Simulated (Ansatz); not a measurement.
# CaO in Ansatz: the effect of functional

The system is CaO.

```
Ca O
1.0
     0.00000    2.40356    2.40356
     2.40356    0.00000    2.40356
     2.40356    2.40356    0.00000
Ca O
1 1
Direct
  0.00000 0.00000 0.00000
  0.50000 0.50000 0.50000
```

The cell is a database's computed one.

Alike in all runs:

```yaml
Program: Ansatz 0.2.0
Task: single point
Potentials_or_basis: all-electron PAW datasets made for the crystal
k_mesh: 8 × 8 × 8
Occupations: fermi-dirac, width 0.05 eV
Spin: no spin polarisation
```

```csv
functional,cutoff,gap on the mesh (eV),pressure (GPa)
PBE,300 eV (chosen from the basis error),?,?
HSE06,340 eV (chosen from the basis error),5.31,-0.6
PBE0,340 eV (chosen from the basis error),6.05,-0.7
```

Task: What does the run with functional PBE give?

Result: gap on the mesh 3.65 eV; pressure 1.6 GPa.

A k mesh can miss the band edges.
